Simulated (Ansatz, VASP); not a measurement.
**One calculation of Pt, two programs**

Contents of INCAR:

```
ALGO     = Fast           # electronic algorithm
EDIFF    = 1E-6           # SCF threshold, eV
ENCUT    = 520            # plane-wave cutoff, eV
GGA      = CA             # functional
ISIF     = 2              # what is computed and relaxed
ISMEAR   = 0              # smearing method
LASPH    = T              # aspherical terms in the spheres
LCHARG   = F              # write CHGCAR
LREAL    = F              # projectors in reciprocal space
LWAVE    = F              # write WAVECAR
NBANDS   = 11             # bands
NELM     = 80             # most SCF steps
PREC     = Accurate       # precision mode
SIGMA    = 0.1            # smearing width, eV
```

Contents of KPOINTS:

```
k-points
0
Gamma
  8 8 8
```

The input POSCAR:

```
Pt
1.0
    0.0000000000      1.9609000000      1.9609000000
    1.9609000000      0.0000000000      1.9609000000
    1.9609000000      1.9609000000      0.0000000000
Pt
1
Direct
    0.0000000000      0.0000000000      0.0000000000
```

Input for Ansatz:

```yaml
crystal:
  lattice:
    - [0.0, 1.9609, 1.9609]
    - [1.9609, 0.0, 1.9609]
    - [1.9609, 1.9609, 0.0]
  atoms:
    - { symbol: Pt, position: [0.0, 0.0, 0.0] }
basis:
  ecutwfc: 420
kpoints:
  mp_grid: { grid: [8, 8, 8] }
hamiltonian:
  xc: lda
scf:
  occupations: { method: gaussian, width: 0.1 }
output:
  forces: true
  stress: true
  eigenvalues: true
```

Alike in both runs: task single point; functional LDA; k mesh 8 × 8 × 8; occupations gaussian, width 0.1 eV; no spin polarisation.

```csv
,VASP,Ansatz
version,VASP 6.6.1,Ansatz 0.2.0
potentials or method,"VASP PAW LDA potentials, release 64 (Pt)","scalar-relativistic, plane waves, PAW"
plane-wave cutoff (eV),520,420
valence electrons in the cell,10,18
```

Ansatz gave:

```
gap on the k mesh at the Fermi level (eV) : none
pressure (GPa)                            : -6.8
```

**Question.** Which values does VASP return?

**Answer.** gap on the k mesh at the Fermi level (eV): none; pressure (GPa): -6.1.

A gap of «none» marks a metal or a gap that the smearing closes. The two sets of potentials don't hold the same shells in valence.

The runs have no spin-orbit coupling, so splittings on Pt are missing.
